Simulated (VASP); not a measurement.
Set up this calculation in VASP 6.6.1, as the native input.

* Task: single point
* Functional: PBE
* Potentials or basis: VASP PAW PBE potentials, release 64 (Sn_d)
* Cutoff: 520 eV
* k mesh: 9 × 9 × 9
* Occupations: fermi-dirac, width 0.05 eV
* Spin: no spin polarisation
* Further INCAR settings: ALGO = Normal; EDIFF = 1e-07; NBANDS = 21

The structure of Sn lies in POSCAR:

```
Sn
1.0
   -2.9401404553      2.9401404553      1.5993019889
    2.9401404553     -2.9401404553      1.5993019889
    2.9401404553      2.9401404553     -1.5993019889
Sn
2
Direct
    0.0000000000      0.0000000000      0.0000000000
    0.7500000000      0.2500000000      0.5000000000
```

One way to write it, as run:

INCAR

```
ALGO     = Normal         # electronic algorithm
EDIFF    = 1E-7           # SCF threshold, eV
ENCUT    = 520            # plane-wave cutoff, eV
GGA      = PE             # functional
ISIF     = 2              # what is computed and relaxed
ISMEAR   = -1             # smearing method
LASPH    = T              # aspherical terms in the spheres
LCHARG   = F              # write CHGCAR
LREAL    = F              # projectors in reciprocal space
LWAVE    = F              # write WAVECAR
NBANDS   = 21             # bands
NELM     = 80             # most SCF steps
PREC     = Accurate       # precision mode
SIGMA    = 0.05           # smearing width, eV
```

KPOINTS

```
k-points
0
Gamma
  9 9 9
```

Potentials or basis: VASP PAW PBE potentials, release 64 (Sn_d).

Command:

```console
$ cat potpaw_PBE.64/Sn_d/POTCAR > POTCAR
$ mpirun -np 1 vasp_std > vasp.out
```

It gave:

* Pressure: 1.3 GPa
* Band gap on the k mesh: none (metal or under the smearing width)

Wall time 75 s on 1 thread of Intel(R) Xeon(R) Platinum 8488C (Sapphire Rapids), with other jobs on the host, peak memory 0.23 GiB.
